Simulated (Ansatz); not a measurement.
## Strain and the gap of CsSnI3 (cubic perovskite)

CsSnI3 in the cubic perovskite structure, relaxed with r2SCAN in Ansatz 0.2.0. The symmetry is Pm-3m (No. 221, cubic); conventional cell a = 6.241 Å, 48.63 Å³ an atom. Cs is surrounded by 12 I at 4.41 Å; Sn is surrounded by 6 I at 3.12 Å; I is surrounded by 2 Sn at 3.12 Å and 4 Cs at 4.41 Å.

The axes x, y and z are those of this cell:
```xyz
5
Lattice="6.2415 0.0000 0.0000 0.0000 6.2415 0.0000 0.0000 0.0000 6.2415" Properties=species:S:1:pos:R:3 pbc="T T T"
Cs    0.0000    0.0000    0.0000
Sn    3.1207    3.1207    3.1207
I     3.1207    3.1207    0.0000
I     3.1207    0.0000    3.1207
I     0.0000    3.1207    3.1207
```

Unstrained: The PBE gap is direct at R: 0.383 eV. With r2SCAN the gap is 0.504 eV and direct, at R. With HSE06 the gap is 0.847 eV and direct, at R. Meshes: PBE 4×4×4, r2SCAN 4×4×4, HSE06 2×2×2. Strains are changes of length per length, and xy shears are angles. After each strain the atoms were relaxed again with r2SCAN within the symmetry that the strain leaves, so tilts or polar shifts that break it weren't tested; points keep the names that they have in the unstrained zone. (Calculated; spin-unpolarised; the phase may be known or hypothetical.)

Changes of the least gap in eV (an overlap counts as a negative gap):

| strain | volume change (%) | space group | PBE | r2SCAN | HSE06 | energy rise, r2SCAN (meV/atom) |
| --- | --- | --- | --- | --- | --- | --- |
| epitaxial -1.0 % in the xy plane, free normal strain +0.28 % | -1.7 | P4/mmm | -0.135 | -0.144 | -0.141 | 1.5 |
| epitaxial -0.5 % in the xy plane, free normal strain +0.25 % | -0.7 | P4/mmm | -0.066 | -0.070 | -0.069 | 0.4 |
| xy shear, engineering strain (angle) +2.5 % | 0.0 | Cmmm | -0.023 | -0.025 | -0.023 | 0.5 |
| isotropic -3.0 % on every length | -8.7 | Pm-3m | -0.383 | -0.462 | -0.445 | 24.3 |

Epitaxial -1.0 % in the xy plane, free normal strain +0.28 %. HSE06: the gap goes from 0.847 to 0.706 eV (-0.141 eV). Stress change with r2SCAN, compression positive: xx +0.49, yy +0.49, zz -0.01 GPa.

Epitaxial -0.5 % in the xy plane, free normal strain +0.25 %. HSE06: the gap goes from 0.847 to 0.778 eV (-0.069 eV). Stress change with r2SCAN, compression positive: xx +0.23, yy +0.23, zz -0.05 GPa.

Xy shear, engineering strain (angle) +2.5 %. HSE06: the gap goes from 0.847 to 0.824 eV (-0.023 eV). Stress change with r2SCAN, compression positive: xx 0.00, yy 0.00, zz 0.00, xy -0.13 GPa.

Isotropic -3.0 % on every length. PBE: gap 0.38 before, 0 after (eV); it has closed. HSE06: the gap goes from 0.847 to 0.402 eV (-0.445 eV). Stress change with r2SCAN, compression positive: xx +1.93, yy +1.93, zz +1.93 GPa. For HSE06, dE_g/d ln V = 4.9 eV over this step.

No spin-orbit coupling is included; it can move band edges with weight on the heavy atoms by tenths of an eV.

The meshes of the hybrids are coarse, so their gaps aren't converged to the digits shown.
